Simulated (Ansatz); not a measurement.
## La in Ansatz: the effect of functional

La:

```
La
1.0
     3.75000    0.00000    0.00000
    -1.87500    3.24760    0.00000
     0.00000    0.00000    6.07000
La
2
Cartesian
  1.8750 1.0825 4.5525
  0.0000 2.1651 1.5175
```

This isn't the form of La at room conditions, which is double hcp.

Alike in all runs:

| Quantity | Value |
| --- | --- |
| Program | Ansatz 0.2.0 |
| Task | projected density of states |
| Potentials or basis | Ansatz PAW |
| k mesh | 5 × 5 × 3 |
| Occupations | fermi-dirac, width 0.05 eV |
| Spin | no spin polarisation |

One run gave: pressure -2.9 GPa. Which functional did it use?
A. BLYP
B. LDA
C. r2SCAN
D. revPBE
E. PBE0

B.

| functional | cutoff | pressure (GPa) |
| --- | --- | --- |
| LDA | 420 eV (not typed: the program's choice for these potentials) | -2.9 |
| PBEsol | 420 eV (not typed: the program's choice for these potentials) | -1.6 |
| RPBE | 420 eV (not typed: the program's choice for these potentials) | 1.9 |
| revPBE | 420 eV (not typed: the program's choice for these potentials) | 1.5 |
| BLYP | 420 eV (not typed: the program's choice for these potentials) | 2.7 |
| r2SCAN | 500 eV (not typed: the program's choice for these potentials) | 0.7 |
| HSE06 | 420 eV (not typed: the program's choice for these potentials) | 1.4 |
| PBE0 | 420 eV (not typed: the program's choice for these potentials) | 1.4 |
| r2SCAN0 | 500 eV (not typed: the program's choice for these potentials) | 1.6 |

Caveats: all runs use coarse meshes; the PAW data sets come from PBE, with cores solved anew for the run's functional, which leaves a small shift of forces and pressure; the density of states is complete only up to the lowest level of the last band computed; the magnetic or orbital state may not be the lowest (some runs); the thresholds are loose for stress (some runs).

Runs at the PBE level aren't shown here.
